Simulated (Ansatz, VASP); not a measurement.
# Ge in VASP and in Ansatz

```
Ge
1.0
     3.91426    0.00000    0.00000
    -2.85923    2.67324    0.00000
    -0.32375   -1.41703    3.63436
Ge
2
Direct
  0.31406 0.06406 0.25000
  0.68594 0.93594 0.75000
```

This isn't the form of Ge at room conditions, which is diamond.

Alike in both runs: task single point; functional PBE; k mesh 11 × 11 × 11; occupations gaussian, width 0.05 eV; no spin polarisation.

|  | VASP | Ansatz |
| --- | --- | --- |
| version | VASP 6.6.1 | Ansatz 0.2.0 |
| potentials or method | VASP PAW PBE potentials, release 64 (Ge) | Ansatz PAW |
| plane-wave cutoff (eV) | 500 | 420 |
| valence electrons in the cell | 8 | 28 |

Ansatz gave:

```
gap on the k mesh at the Fermi level (eV)       : none
pressure (GPa)                                  : 1.1
largest component of the traceless stress (GPa) : 1.31
rms of the force components (eV/Å)              : 0.036
```

Question: Which values does VASP return?

Answer: gap on the k mesh at the Fermi level (eV): none; pressure (GPa): 1.6; largest component of the traceless stress (GPa): 1.10; rms of the force components (eV/Å): 0.033.

A gap of «none» marks a metal or a gap that the smearing closes. The two sets of potentials don't hold the same shells in valence.
